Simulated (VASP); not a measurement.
Write the native input for VASP 6.6.1 that does the following.

| Item | Value |
| --- | --- |
| Task | relaxation of cell and atoms |
| Functional | r2SCAN |
| Potentials or basis | VASP PAW PBE potentials, release 64 (S) |
| Cutoff | 600 eV |
| k mesh | 19 × 19 × 19 |
| Occupations | methfessel-paxton, width 0.1 eV |
| Spin | no spin polarisation |
| Target pressure | 150 GPa |
| Further INCAR settings | ALGO = Normal; EDIFF = 1e-07; IBRION = 2; EDIFFG = -0.005; NSW = 90; ISIF = 3 |
| Target pressure | 150 GPa |

The structure of S lies in POSCAR:

```
S                                       
1.0
    1.6890894200      0.9751962314      0.9132208874
   -1.6890894200      0.9751962314      0.9132208874
    0.0000000000     -1.9503924625      0.9132208874
  S             
     1
Direct
     1.0000000000000000    1.0000000000000000    0.0000000000000000
```

This isn't the form of S at room conditions, which is orthorhombic, of S8 rings.

The input as run:

INCAR

```
  ALGO = Normal
  EDIFF = 1E-7
  EDIFFG = -0.005
  ENCUT = 600
  IBRION = 2
  ISIF = 3
  ISMEAR = 1
  LASPH = T
  LCHARG = F
  LMIXTAU = T
  LREAL = F
  LWAVE = F
  METAGGA = R2SCAN
  NELM = 80
  NSW = 90
  PREC = Accurate
  PSTRESS = 1500.0
  SIGMA = 0.1
```

KPOINTS

```
k-points
0
Gamma
  19 19 19
```

Potentials or basis: VASP PAW PBE potentials, release 64 (S).

Launch:

```sh
$ cat potpaw_PBE.64/S/POTCAR > POTCAR
$ mpirun -np 1 vasp_std > vasp.out
```

Results of the run:

```
Pressure after relaxing : 150.0 GPa
Band gap on the k mesh  : none (metal or under the smearing width)
```

Caveat: the relaxation stopped at its first step, so nothing moved; the cell is relaxed towards a set pressure, so the enthalpy falls and the energy may rise; the PAW data sets were made with another functional, which shifts forces and pressure a little.

Wall time 110 s on 1 thread of Intel(R) Xeon(R) 6975P-C (Granite Rapids), on a shared host, peak memory 0.15 GiB.
